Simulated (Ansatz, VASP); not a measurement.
One calculation of ZnSe, two programs

Contents of INCAR:

```
SYSTEM = ZnSe
ALGO = Normal
EDIFF = 1E-6
ENCUT = 520
GGA = PE
ISIF = 2
ISMEAR = -1
LASPH = .True.
LCHARG = .False.
LREAL = .False.
LWAVE = .False.
NBANDS = 16
NELM = 100
PREC = Accurate
SIGMA = 0.03
```

KPOINTS

```
k-points
0
Gamma
  8 8 8
  0 0 0
```

File POSCAR:

```
ZnSe
1.0
    0.0000000000      2.8893788162      2.8893788162
    2.8893788162      0.0000000000      2.8893788162
    2.8893788162      2.8893788162      0.0000000000
Zn Se
1 1
Direct
    0.0000000000      0.0000000000      0.0000000000
    0.7500000000      0.7500000000      0.7500000000
```

Input for Ansatz:

```yaml
crystal:
  lattice:
    - [0.0, 2.8893788162, 2.8893788162]
    - [2.8893788162, 0.0, 2.8893788162]
    - [2.8893788162, 2.8893788162, 0.0]
  atoms:
    - { symbol: Zn, position: [0.0, 0.0, 0.0] }
    - { symbol: Se, position: [0.75, 0.75, 0.75] }
kpoints:
  mp_grid: { grid: [8, 8, 8] }
scf:
  occupations: { method: fermi_dirac, width: 0.03 }
hamiltonian:
  xc: pbe
  pseudopotentials: { kind: all_electron, lapw: { basis_error: 0.001 } }
output:
  forces: true
  stress: true
  eigenvalues: true
```

Change from the starting cell: volume scaled by 1.06.

Alike in both runs: task single point; functional PBE; k mesh 8 × 8 × 8; occupations fermi-dirac, width 0.03 eV; no spin polarisation.

```csv
,VASP,Ansatz
version,VASP 6.6.1,Ansatz 0.2.0
potentials or method,"VASP PAW PBE potentials, release 64 (Zn, Se)","all-electron LAPW, scalar-relativistic"
plane-wave cutoff (eV),520,see its input
```

|  | VASP | Ansatz | Ansatz less VASP |
| --- | --- | --- | --- |
| pressure (GPa) | -1.1 | -1.3 | -0.17 |

Ansatz ran all-electron here, so the differences hold the error of VASP's frozen core and of both bases.
